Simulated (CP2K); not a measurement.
Runs of CP2K 2026.2 on TiO2. Symmetry: P4_2/mnm, No. 136, tetragonal system. The conventional cell has a = 4.600 Å, b = 4.600 Å, c = 2.959 Å, α = 90.00°, β = 90.00°, γ = 90.00°. Around Ti (site symmetry mmm) lie 6 O at 1.95 to 1.98 Å. O (site symmetry m2m) is surrounded by 3 Ti at 1.95 to 1.98 Å. The cell is a database's computed one.

```tsv
task	level	potentials or basis	cell	smearing	k points reduced by the point group	NGRIDS	points a segment of the path (NPOINTS)	bands added on the path	EXTRAPOLATION	gap on the mesh (eV)	pressure (GPa)	relaxed volume (Å³/atom)	largest force (eV/Å)
single point	PBE	POTENTIAL_UZH Ti GTH-PBE-q12, O GTH-PBE-q6; TZVP-MOLOPT-PBE-GTH basis	as given	gaussian 0.014 eV	yes	4	-	-	-	1.80	5.2	-	0.06
band structure	BLYP	GTH_POTENTIALS Ti GTH-BLYP-q12, O GTH-BLYP-q6; TZVP-MOLOPT-PBE-GTH basis	as given	fermi-dirac 0.05 eV	yes	5	8	4	-	(b)	10.4	-	0.83
single point	PBE	POTENTIAL_UZH Ti GTH-PBE-q12, O GTH-PBE-q6; TZVP-MOLOPT-PBE-GTH basis	as given	gaussian 0.012 eV	yes	4	-	-	-	1.80	5.2	-	0.06
relaxation of cell and atoms	BLYP	GTH_POTENTIALS Ti GTH-BLYP-q12, O GTH-BLYP-q6; TZVP-MOLOPT-PBE-GTH basis	relaxed	fermi-dirac 0.05 eV	-	5	-	-	USE_PREV_P	(a)	0.0	10.90	0.23
relaxation of cell and atoms	revPBE	POTENTIAL_UZH Ti GTH-PBE-q12, O GTH-PBE-q6; TZVP-MOLOPT-PBE-GTH basis	relaxed	fermi-dirac 0.05 eV	-	4	-	-	USE_PREV_P	1.80	0.0	10.86	-
```

Alike in all rows: no spin polarisation; k mesh 6 × 6 × 9.

Question: Estimate the missing entries.

Answer: (a) 1.69; (b) 1.83.

Caveats: the basis of atomic orbitals isn't converged, which shifts pressures, moduli and gaps; an odd mesh through Γ misses points on the zone boundary, where band edges often lie (some runs); the potentials were made for another functional, which shifts forces and pressure (some runs).
